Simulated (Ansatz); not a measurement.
# Mn3Si under changes of volume

One of the cells (11.709 Å³/atom); the others are scaled copies at fixed shape and fractional positions:

```
Mn Si
1.0
     0.00000    2.86100    2.86100
     2.86100    0.00000    2.86100
     2.86100    2.86100    0.00000
Mn Si
3 1
Direct
  0.75000 0.75000 0.75000
  0.25000 0.25000 0.25000
  0.50000 0.50000 0.50000
  0.00000 0.00000 0.00000
```

| Quantity | Value |
| --- | --- |
| Program | Ansatz 0.2.0 |
| Functional | LDA |
| Potentials or basis | all-electron LAPW, scalar-relativistic |
| Cutoff | 282 eV (chosen from the basis error) |
| Basis error allowed | 0.002 eV/atom |
| k mesh | 8 × 8 × 8 |
| Occupations | fermi-dirac, width 0.05 eV |
| Spin | collinear spin, ferromagnetic start |
| Starting moments | [4.0, 4.0, 4.0, 0.0] μB |

```tsv
volume (Å³/atom)	energy over the lowest point (meV/atom)	pressure (GPa)	moment (μB per cell)
11.007	0.00	-13.6	1.19
11.241	22.18	-17.1	1.11
11.475	49.24	-20.4	1.06
11.709	?	?	?
11.943	116.32	-25.9	1.03
12.177	155.57	-28.2	1.02
12.412	198.07	-30.2	1.01
```

Task: What does the run at 11.709 Å³/atom give?

Result: Energy over the lowest point 80.78 meV/atom; pressure -23.3 GPa; moment 1.04 μB per cell.

Worked out: A Birch-Murnaghan fit of order 3 (a polynomial in V^(-2/3)) to the other rows has no minimum within the range. It gives 80.80 meV/atom at 11.709 Å³/atom, against the run's 80.78, and -dE/dV = -23.0 GPa, against -23.3. A parabola through the other rows of the moment, of slope -0.115 μB per Å³/atom there, gives 1.04 μB, against the run's 1.04.

Energies are extrapolated to zero smearing.

Caveats: the starting moments weren't kept.
